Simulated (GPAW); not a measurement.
# Ti: single point with PBE

The system is Ti.

```xyz
2
Lattice="2.9500 0.0000 0.0000 -1.4750 2.5548 0.0000 0.0000 0.0000 4.6800" Properties=species:S:1:pos:R:3 pbc="T T T"
Ti    1.4750    0.8516    3.5100
Ti    0.0000    1.7032    1.1700
```

- Program: GPAW 26.7.0
- Task: single point
- Functional: PBE
- Potentials or basis: GPAW PAW data sets (gpaw-data 1.2.1)
- Cutoff: 600 eV
- Basis: pw
- k mesh: 10 × 10 × 6
- Occupations: gaussian, width 0.017 eV
- Spin: no spin polarisation
- Maxiter: 150

| Property | Result |
| --- | --- |
| Pressure | -2.0 GPa |
| Band gap on the k mesh | none (metal or under the smearing width) |

Stress tensor (GPa, compression positive):
```
-1.88  0.00  0.00
 0.00 -1.88  0.00
 0.00  0.00 -2.19
```

Levels at points of the mesh, in eV from the Fermi level:
```csv
k point,band 10,band 11,band 12,band 13,band 14,band 15
"(0.00, 0.00, 0.00)",-2.62,0.72,0.79,0.79,0.89,1.28
"(0.00, 0.00, 0.50)",-4.30,0.10,0.10,0.70,0.70,0.70
"(0.50, 0.50, 0.00)",-2.09,-1.79,-0.62,0.51,0.63,1.17
"(0.50, 0.50, 0.50)",-2.47,-0.78,-0.78,1.30,1.30,1.73
```

Run time: 41 s on 1 thread of Arm Neoverse V1, with other jobs on the host, peak memory 0.18 GiB.
